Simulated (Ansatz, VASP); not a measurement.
Two plane-wave programs on LiF

```
Li F
1.0
     0.00000    1.98980    1.98980
     1.98980    0.00000    1.98980
     1.98980    1.98980    0.00000
Li F
1 1
Direct
  0.00000 0.00000 0.00000
  0.50000 0.50000 0.50000
```

Alike in both runs: task single point; functional PBEsol; dispersion D3(BJ); k mesh 10 × 10 × 10; occupations gaussian, width 0.05 eV; no spin polarisation.

|  | VASP | Ansatz |
| --- | --- | --- |
| version | VASP 6.6.1 | Ansatz 0.2.0 |
| potentials or method | VASP PAW PBE potentials, release 64 (Li_sv, F) | scalar-relativistic, plane waves, PAW |
| plane-wave cutoff (eV) | 520 | 420 |
| valence electrons in the cell | 10 | 10 |

|  | VASP | Ansatz | Ansatz less VASP |
| --- | --- | --- | --- |
| gap on the k mesh at the Fermi level (eV) | 9.25 | 9.24 | -0.004 |
| least direct gap on the mesh (eV) | 9.25 | 9.24 | -0.004 |
| dispersion energy (meV/atom) | -149.9 | -149.9 | -0.04 |

 A k mesh can miss the band edges.
